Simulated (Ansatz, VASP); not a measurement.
## Two plane-wave programs on MgB2

```
Mg B
1.0
     3.03989    0.00000    0.00000
    -1.51995    2.63262    0.00000
     0.00000    0.00000    3.44582
Mg B
1 2
Direct
  0.00000 0.00000 0.00000
  0.33333 0.66667 0.50000
  0.66667 0.33333 0.50000
```

Alike in both runs: functional PBEsol; k mesh 18 × 18 × 12; occupations gaussian, width 0.1 eV; no spin polarisation.

Ansatz relaxed the structure, and its values are those at the end. VASP's run is a single point on that final structure, the one shown.

|  | VASP | Ansatz |
| --- | --- | --- |
| version | VASP 6.6.1 | Ansatz 0.2.0 |
| potentials or method | VASP PAW PBE potentials, release 64 (Mg, B) | scalar-relativistic, plane waves, PAW |
| plane-wave cutoff (eV) | 520 | 420 |
| valence electrons in the cell | 8 | 16 |

|  | VASP | Ansatz | Ansatz less VASP |
| --- | --- | --- | --- |
| gap on the k mesh at the Fermi level (eV) | none | none | - |
| pressure (GPa) | 4.8 | 4.7 | -0.04 |

A gap of «none» marks a metal or a gap that the smearing closes. The functional is the same, so the differences come from potentials, cutoffs and numerics. The two sets of potentials don't hold the same shells in valence.

Caveats: the PAW data sets were made with another functional, which shifts forces and pressure a little (VASP).
